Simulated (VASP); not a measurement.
C: relaxation of cell and atoms with PBE+D3(BJ)

C:

```xyz
2
Lattice="0.0000 1.7794 1.7794 1.7794 0.0000 1.7794 1.7794 1.7794 0.0000" Properties=species:S:1:pos:R:3 pbc="T T T"
C     0.0000    0.0000    0.0000
C     0.8897    0.8897    0.8897
```

This isn't the form of C at room conditions, which is graphite.

```
Program                : VASP 6.6.1
Task                   : relaxation of cell and atoms
Functional             : PBE
Dispersion             : D3(BJ)
Potentials or basis    : VASP PAW PBE potentials, release 64 (C)
Cutoff                 : 520 eV
k mesh                 : 14 × 14 × 14
Occupations            : gaussian, width 0.02 eV
Spin                   : no spin polarisation
Further INCAR settings : ALGO = Normal; EDIFF = 1e-07; IBRION = 2; EDIFFG = -0.002; NSW = 80; ISIF = 3
```

```
Pressure after relaxing    : 0.0 GPa
Band gap on the k mesh     : 4.14 eV, indirect (least direct gap 5.61 eV)
Dispersion energy per atom : -0.193 eV
```

Final structure:
```
CELL_PARAMETERS angstrom
0.00000 1.77937 1.77937
1.77937 0.00000 1.77937
1.77937 1.77937 0.00000
ATOMIC_POSITIONS crystal
C 0.00000 0.00000 0.00000
C 0.25000 0.25000 0.25000
```

Levels at points of the mesh, in eV from the valence-band top:
| k point | band 2 | band 3 | band 4 | band 5 | band 6 | band 7 |
| --- | --- | --- | --- | --- | --- | --- |
| (0.00, 0.00, 0.00) | 0.00 | 0.00 | 0.00 | 5.61 | 5.61 | 5.61 |
| (0.50, 0.00, 0.00) | -13.45 | -2.82 | -2.82 | 8.49 | 8.49 | 8.94 |
| (0.50, 0.50, 0.00) | -12.81 | -6.34 | -6.34 | 4.77 | 4.77 | 16.91 |

It took 12 s on 1 thread of Intel(R) Xeon(R) Platinum 8259CL CPU @ 2.50GHz (Skylake/Cascade Lake) (shared host), peak memory 0.13 GiB.

Caveat: the relaxation stopped at its first step, so nothing moved. A k mesh can miss the band edges.
